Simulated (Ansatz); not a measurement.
## LDA, PBE, PBEsol and r²SCAN on Yb

```
Yb
1.0
     3.87990    0.00000    0.00000
    -1.93995    3.36009    0.00000
     0.00000    0.00000    6.38590
Yb
2
Direct
  0.33333 0.66667 0.25000
  0.66667 0.33333 0.75000
```

Atoms are numbered in the order listed.

The cell is COD entry 1540221, as deposited and not checked against the literature; nothing was relaxed.

Semilocal functionals without a Hubbard term describe localised f shells poorly; where the shell is localised, the real material differs.

Spin–orbit coupling is left out, though it moves levels of the heavy atoms by tenths of an eV or more.

One fixed cell is solved with several functionals by frozen-core PAW in Ansatz 0.2.0, scalar-relativistically. A positive pressure means that the functional wants a larger cell.

The PAW files were made with PBE; their cores are remade for each functional.

Settings: a Γ-centred 11×11×6 k mesh, Fermi–Dirac smearing of 0.03 eV, cutoff 420 eV, no spin polarisation.

Cutoffs: PBE 420 eV, LDA 420 eV, PBEsol 420 eV, r²SCAN 500 eV.

```csv
setting,P (GPa),"lowest level at Γ above −25 eV, from the valence-band top or, without a gap, the Fermi level (eV)"
PBE,-2.16,-24.21
LDA,-4.43,-24.21
PBEsol,-3.30,-24.19
r²SCAN,-2.43,-24.99
```
